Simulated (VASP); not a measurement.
MgB2: relaxation of cell and atoms with PBEsol+rVV10

MgB2:

```
CELL_PARAMETERS angstrom
0.00000 2.99364 2.99364
2.99364 0.00000 2.99364
2.99364 2.99364 0.00000
ATOMIC_POSITIONS crystal
Mg 0.00000 0.00000 0.00000
Mg 0.25000 0.25000 0.25000
B 0.62500 0.12500 0.62500
B 0.62500 0.62500 0.12500
B 0.12500 0.62500 0.62500
B 0.62500 0.62500 0.62500
```

The cell was built by a generator and needn't be a form met in nature.

| Property | Result |
| --- | --- |
| Program | VASP 6.6.1 |
| Task | relaxation of cell and atoms |
| Functional | PBEsol |
| Dispersion | rVV10 |
| Potentials or basis | VASP PAW PBE potentials, release 64 (Mg, B) |
| Cutoff | 600 eV |
| k mesh | 6 × 6 × 6 |
| Occupations | fermi-dirac, width 0.05 eV |
| Spin | no spin polarisation |
| Further INCAR settings | ALGO = Normal; EDIFF = 1e-06; IBRION = 2; EDIFFG = -0.005; NSW = 60; ISIF = 3 |

- Relaxed volume: 8.76 Å³/atom
- Relaxed cell: a = 4.204 Å, b = 4.204 Å, c = 4.204 Å, α = 60.00°, β = 60.00°, γ = 60.00°
- Space group after relaxing (to 0.05 Å): Fd-3m (No. 227)
- Energy gained by relaxing: 1.8 meV/atom
- Ionic steps: 3
- Pressure after relaxing: 0.0 GPa
- Band gap on the k mesh: none (metal or under the smearing width)

Step by step:
| step | energy change (eV) | largest force (eV/Å) | pressure (GPa) | volume (Å³) |
| --- | --- | --- | --- | --- |
| 1 | 0.0000 | 0.0000 | -3.14 | 53.66 |
| 2 | -0.0106 | 0.0000 | 0.71 | 52.31 |
| 3 | -0.0111 | 0.0000 | 0.00 | 52.54 |

Final structure:
```
Mg B
1.0
     0.00000    2.97279    2.97279
     2.97279    0.00000    2.97279
     2.97279    2.97279    0.00000
Mg B
2 4
Cartesian
  0.0000 0.0000 0.0000
  1.4864 1.4864 1.4864
  2.2296 3.7160 2.2296
  2.2296 2.2296 3.7160
  3.7160 2.2296 2.2296
  3.7160 3.7160 3.7160
```

Levels at points of the mesh, in eV from the Fermi level:
| k point | band 4 | band 5 | band 6 | band 7 | band 8 | band 9 | band 10 | band 11 | band 12 |
| --- | --- | --- | --- | --- | --- | --- | --- | --- | --- |
| (0.00, 0.00, 0.00) | -4.74 | -4.74 | -2.51 | -2.51 | -2.51 | -1.97 | -1.97 | 1.50 | 4.12 |
| (0.50, 0.00, 0.00) | -4.89 | -4.89 | -4.18 | -4.18 | 1.39 | 1.39 | 1.43 | 3.63 | 3.88 |
| (0.50, 0.50, 0.00) | -6.96 | -6.10 | -6.10 | 1.80 | 1.80 | 2.17 | 2.17 | 3.44 | 3.44 |

Run time: 91 s on 1 thread of AMD EPYC 9R45 (Zen 5), on a shared host, peak memory 0.35 GiB.

Caveat: the PAW data sets were made with another functional, which shifts forces and pressure a little.
